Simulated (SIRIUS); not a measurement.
Runs of SIRIUS 7.12.0 on HfN. Symmetry: Fm-3m, No. 225, cubic system. Conventional cell: a = 4.512 Å, b = 4.512 Å, c = 4.512 Å, α = 90.00°, β = 90.00°, γ = 90.00°. Hf (site symmetry m-3m) has 6 N at 2.26 Å as nearest neighbours. N (site symmetry m-3m) is surrounded by 6 Hf at 2.26 Å. 

| task | level | potentials or basis | spin | k mesh | cutoff (eV) | second variation | muffin tin radii | basis cutoff (gk_cutoff) | cutoff of density and potential (pw_cutoff) | valence relativity | mesh quality | V0 of scaled cells (Å³/atom) | B0 (GPa) |
| --- | --- | --- | --- | --- | --- | --- | --- | --- | --- | --- | --- | --- | --- |
| equation of state | RPBE | all-electron FP-LAPW, apw+lo standard | collinear, ferromagnetic start | 6 × 6 × 6 | 282 | no | Hf 2.56, N 1.54 bohr | 4.55 1/bohr | 24 1/bohr | iora | coarse | 11.96 | 250 |
| equation of state | RPBE | all-electron FP-LAPW, apw+lo standard | off | 10 × 10 × 10 | 282 | - | Hf 2.56, N 1.54 bohr | 4.55 1/bohr | 24 1/bohr | iora | not flagged | (a) | 247 |
| equation of state | AM05 | all-electron FP-LAPW, apw+lo standard | off | 10 × 10 × 10 | 282 | - | Hf 2.56, N 1.54 bohr | 4.55 1/bohr | 24 1/bohr | iora | not flagged | (b) | 284 |
| equation of state | WC | all-electron FP-LAPW, apw+lo standard | off | 10 × 10 × 10 | 282 | - | Hf 2.56, N 1.54 bohr | 4.55 1/bohr | 24 1/bohr | iora | not flagged | 11.45 | 284 |

Alike in all rows: cell as given; smearing fermi-dirac 0.05 eV.

Problem. Fill in the values left out.

Solution. (a) 11.97; (b) 11.36.

Caveats: some runs use coarse meshes.

Not every run made on this cell is shown here.
